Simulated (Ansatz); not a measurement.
A relaxation computed with Ansatz, from input to last step.

```yaml
crystal:
  lattice:
    - [2.9600911112, 0.0, 0.0]
    - [-1.4800455556, 2.5635140998, 0.0]
    - [0.0, 0.0, 9.4578850268]
  atoms:
    - { symbol: Sr, position: [0.0, 0.0, 0.0] }
    - { symbol: Sr, position: [0.3333333333, 0.6666666667, 0.25] }
    - { symbol: Sr, position: [0.0, 0.0, 0.5] }
    - { symbol: Sr, position: [0.6666666667, 0.3333333333, 0.75] }
basis:
  ecutwfc: 420
kpoints:
  mp_grid: { grid: [18, 18, 6] }
hamiltonian:
  xc: pbe
scf:
  occupations: { method: gaussian, width: 0.1 }
output:
  forces: true
  stress: true
  eigenvalues: true
  write_density: true
  write_potential: true
  elf: true
  volumetric_format: npy
relax:
  adjacent_minimum: "off"
  f_tol: 0.008
  max_steps: 50
  cell: { stress_tol: 0.08, p_target: 90.0 }
```

```bash
ansatz run input.yaml --threads 1 --pin off --max-ram 2560MiB --backend cpu --events-out ev --progress --plain --runs-dir out
```

Method: DFT PBE, scalar-relativistic, plane waves, PAW (Ansatz 0.2.0).

Of 6 frames 6 are shown, positions in Å and forces in eV/Å; the SCF threshold varies from step to step. Steps run on the plane waves of an earlier cell, with a Pulay correction in the pressure. The basis is chosen afresh for the last frame, the zero of the energies, and at times for earlier ones too; energy and pressure step there, also at an unchanged geometry. The relaxation lowers the enthalpy F + PV at the target pressure, so the free energy itself can rise.

```xyz
4
Lattice="2.9601 0.0000 0.0000 -1.4800 2.5635 0.0000 0.0000 0.0000 9.4579" Properties=species:S:1:pos:R:3:forces:R:3 pbc="T T T" step=1 free_energy_over_end_meV_per_atom=-1283.73 pressure_GPa=60.12
Sr    0.0000    0.0000    0.0000    0.0000    0.0000    0.0000
Sr    0.0000    1.7090    2.3645    0.0000    0.0000    0.0000
Sr    0.0000    0.0000    4.7289    0.0000    0.0000    0.0000
Sr    1.4800    0.8545    7.0934    0.0000    0.0000    0.0000
4
Lattice="2.8153 0.0000 0.0000 -1.4076 2.4381 0.0000 0.0000 0.0000 9.0192" Properties=species:S:1:pos:R:3:forces:R:3 pbc="T T T" step=2 free_energy_over_end_meV_per_atom=-182.31 pressure_GPa=85.22
Sr    0.0000    0.0000    0.0000    0.0000    0.0000    0.0000
Sr    0.0000    1.6254    2.2548    0.0000    0.0000    0.0000
Sr    0.0000    0.0000    4.5096    0.0000    0.0000    0.0000
Sr    1.4076    0.8127    6.7644    0.0000    0.0000    0.0000
4
Lattice="2.7885 0.0000 0.0000 -1.3942 2.4149 0.0000 0.0000 0.0000 8.9590" Properties=species:S:1:pos:R:3:forces:R:3 pbc="T T T" step=3 free_energy_over_end_meV_per_atom=34.45 pressure_GPa=90.98
Sr    0.0000    0.0000    0.0000    0.0000    0.0000    0.0000
Sr    0.0000    1.6099    2.2397    0.0000    0.0000    0.0000
Sr    0.0000    0.0000    4.4795    0.0000    0.0000    0.0000
Sr    1.3942    0.8050    6.7192    0.0000    0.0000    0.0000
4
Lattice="2.7922 0.0000 0.0000 -1.3961 2.4181 0.0000 0.0000 0.0000 8.9737" Properties=species:S:1:pos:R:3:forces:R:3 pbc="T T T" step=4 free_energy_over_end_meV_per_atom=-2.45 pressure_GPa=89.91
Sr    0.0000    0.0000    0.0000    0.0000    0.0000    0.0000
Sr    0.0000    1.6121    2.2434    0.0000    0.0000    0.0000
Sr    0.0000    0.0000    4.4868    0.0000    0.0000    0.0000
Sr    1.3961    0.8060    6.7302    0.0000    0.0000    0.0000
4
Lattice="2.7916 0.0000 0.0000 -1.3958 2.4176 0.0000 0.0000 0.0000 8.9752" Properties=species:S:1:pos:R:3:forces:R:3 pbc="T T T" step=5 free_energy_over_end_meV_per_atom=-0.24 pressure_GPa=89.98
Sr    0.0000    0.0000    0.0000    0.0000    0.0000    0.0000
Sr    0.0000    1.6117    2.2438    0.0000    0.0000    0.0000
Sr    0.0000    0.0000    4.4876    0.0000    0.0000    0.0000
Sr    1.3958    0.8059    6.7314    0.0000    0.0000    0.0000
4
Lattice="2.7916 0.0000 0.0000 -1.3958 2.4176 0.0000 0.0000 0.0000 8.9752" Properties=species:S:1:pos:R:3:forces:R:3 pbc="T T T" step=6 free_energy_over_end_meV_per_atom=0.00 pressure_GPa=89.98
Sr    0.0000    0.0000    0.0000    0.0000    0.0000    0.0000
Sr    0.0000    1.6117    2.2438    0.0000    0.0000    0.0000
Sr    0.0000    0.0000    4.4876    0.0000    0.0000    0.0000
Sr    1.3958    0.8059    6.7314    0.0000    0.0000    0.0000
```

It took 92 s on 1 thread of Arm Neoverse V1 (shared host), peak memory 0.46 GiB.